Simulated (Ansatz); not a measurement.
Runs of Ansatz 0.2.0 on Rh. The structure is cubic, space group Fm-3m (No. 225). Conventional cell: a = 3.796 Å, b = 3.796 Å, c = 3.796 Å, α = 90.00°, β = 90.00°, γ = 90.00°. Rh (site symmetry m-3m) has 12 Rh at 2.68 Å as nearest neighbours. 

```csv
task,level,cell,k mesh,cutoff (eV),smearing,mesh quality,gap on the mesh (eV),pressure (GPa),relaxed volume (Å³/atom)
relaxation of cell and atoms,BLYP+D3(BJ),relaxed,12 × 12 × 12,420,fermi-dirac 0.05 eV,not flagged,-,0.0,13.81
single point,r2SCAN0,as given,6 × 6 × 6,500,fermi-dirac 0.05 eV,coarse,none,(a),-
single point,r2SCANh,as given,6 × 6 × 6,500,fermi-dirac 0.05 eV,coarse,none,-1.4,-
single point,PBE,as given,12 × 12 × 12,420,gaussian 0.028 eV,not flagged,none,(b),-
relaxation of cell and atoms,PBEsol0,relaxed,6 × 6 × 6,420,fermi-dirac 0.05 eV,coarse,none,0.0,13.18
```

Alike in all rows: potentials or basis Ansatz PAW; no spin polarisation.

Estimate the missing entries.

(a) -6.4; (b) 7.2.

Caveats: some runs use coarse meshes; the PAW data sets come from PBE, with cores solved anew for the run's functional, which leaves a small shift of forces and pressure (some runs); the plane-wave basis is chosen anew once the cell has moved, so the energies of steps on either side of that aren't comparable (some runs); the thresholds are loose for stress (some runs).

A k mesh can miss the band edges, and the runs leave out spin-orbit coupling on Rh.

A gap of «none» marks a metal or a gap under the smearing width.
